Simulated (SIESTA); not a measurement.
Crystal: ZnS (Wurtzite-2H).

```xyz
4
Lattice="3.8110 0.0000 0.0000 -1.9055 3.3004 0.0000 0.0000 0.0000 6.2340" Properties=species:S:1:pos:R:3 pbc="T T T"
Zn    1.9055    1.1001    3.1170
Zn    0.0000    2.2003    0.0000
S     1.9055    1.1001    5.5171
S     0.0000    2.2003    2.4001
```

Base run:

```yaml
Program: SIESTA 5.4.2
Functional: PBEsol
Potentials_or_basis: PseudoDojo 0.4 standard (PBEsol files)
Basis: DZP (energy shift 0.003 Ry; two zetas on semicore shells)
Grid_cutoff: 800 Ry
Energy_shift: 0.003 Ry
k_mesh: 8 × 8 × 5
Occupations: fermi-dirac, width 0.05 eV
Spin: no spin polarisation
```

Its results: band gap on the k mesh 2.48 eV, direct; pressure -0.6 GPa; largest force 0.346 eV/Å.

Question: The run is repeated on the same cell with these changes: functional from PBEsol to LDA; potentials or basis from PseudoDojo 0.4 standard (PBEsol files) to PseudoDojo 0.4 standard (LDA files). What comes out?

Answer: Band gap on the k mesh 2.37 eV, direct; pressure -3.1 GPa; largest force 0.332 eV/Å.

Caveats: short orbitals over semicore shells can move pressures by several GPa; the valence orbitals were made in a potential fitted to the semicore shell under them, which widens gaps by tenths of an eV or more; the basis of atomic orbitals isn't converged, which shifts pressures, moduli and gaps.
